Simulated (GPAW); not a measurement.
An input for GPAW 26.7.0 (BaTiO3):

run.py

```python
from ase.dft.bandgap import bandgap
from ase.io import read, write
from ase.units import GPa
from gpaw import GPAW, PW, setup_paths

setup_paths.insert(0, '.')

atoms = read('BaTiO3.cif')

calc = GPAW(mode=PW(1100),
            xc='PBE',
            kpts={'size': (4, 4, 4), 'gamma': True},
            occupations={'name': 'fermi-dirac', 'width': 0.05},
            setups='sg15',
            nbands=-16,
            convergence={'density': 1e-05, 'energy': 1e-05},
            maxiter=150,
            txt='gpaw.txt')
atoms.calc = calc
energy = atoms.get_potential_energy()
forces = atoms.get_forces()
stress = atoms.get_stress()
calc.write('gs.gpw')
write('result.traj', atoms)
print(f'Energy: {energy:.6f} eV')
print('Forces (eV/A):')
print(forces.round(4))
print('Stress (GPa):', (stress / GPa).round(3))
print('Fermi level:', round(calc.get_fermi_level(), 4), 'eV')
print(f'Gap: {bandgap(calc)[0]:.4f} eV, direct: {bandgap(calc, direct=True)[0]:.4f} eV')

path = atoms.cell.bandpath('GXMGZRAZ,XR,MA', npoints=100, eps=1e-4)
bs_calc = calc.fixed_density(kpts=path, symmetry='off', nbands=-28,
                             convergence={'bands': 'CBM+6.0', 'eigenstates': 1e-6}, txt='bands.txt')
bs = bs_calc.band_structure()
bs.write('bs.json')
print(f'Gap on the path: {bandgap(bs_calc)[0]:.4f} eV')
```

BaTiO3.cif

```cif
data_BaTiO3
_cell_length_a 3.99980000
_cell_length_b 3.99980000
_cell_length_c 4.01800000
_cell_angle_alpha 90.00000000
_cell_angle_beta 90.00000000
_cell_angle_gamma 90.00000000
_space_group_name_H-M_alt 'P4mm'
_space_group_name_Hall 'P 4 -2'
_space_group_IT_number 99
loop_
_space_group_symop_operation_xyz
'x,y,z'
'-y,x,z'
'-x,-y,z'
'y,-x,z'
'-x,y,z'
'y,x,z'
'x,-y,z'
'-y,-x,z'
loop_
_atom_site_label
_atom_site_type_symbol
_atom_site_symmetry_multiplicity
_atom_site_Wyckoff_symbol
_atom_site_fract_x
_atom_site_fract_y
_atom_site_fract_z
_atom_site_occupancy
Ba1 Ba 1 a 0.0000000000 0.0000000000 0.0000000000 1
Ti1 Ti 1 b 0.5000000000 0.5000000000 0.4900000000 1
O1 O 2 c 0.0000000000 0.5000000000 0.5170000000 1
O2 O 1 b 0.5000000000 0.5000000000 0.0190000000 1
```

Potentials or basis: SG15 ONCV 1.2, pw.

Run with:

```console
$ OMP_NUM_THREADS=1 python run.py
```

Task: How does this run end?

Result: The run stopped without a result. It printed:

gpaw.txt:

```text
__  _  _
 | _ |_)|_||  |
 |__||  | ||/\| - 26.7.0

Input parameters:
  mode=PW(ecut=1100.0),
  convergence={'density': 1e-05, 'energy': 1e-05},
  kpts=MonkhorstPack(size=(4, 4, 4), gamma=True),
  maxiter=150,
  nbands=-16,
  occupations=Occupations(name='fermi-dirac', width=0.05),
  setups={'default': 'sg15'},
  xc=XC(name='PBE')
```

On the terminal:

```text
Traceback (most recent call last):
  File "run.py", line 20, in <module>
[... 25 lines left out ...]
  File "setup.py", line 256, in calculate_initial_occupation_numbers
ValueError: Bad basis for Ba
```
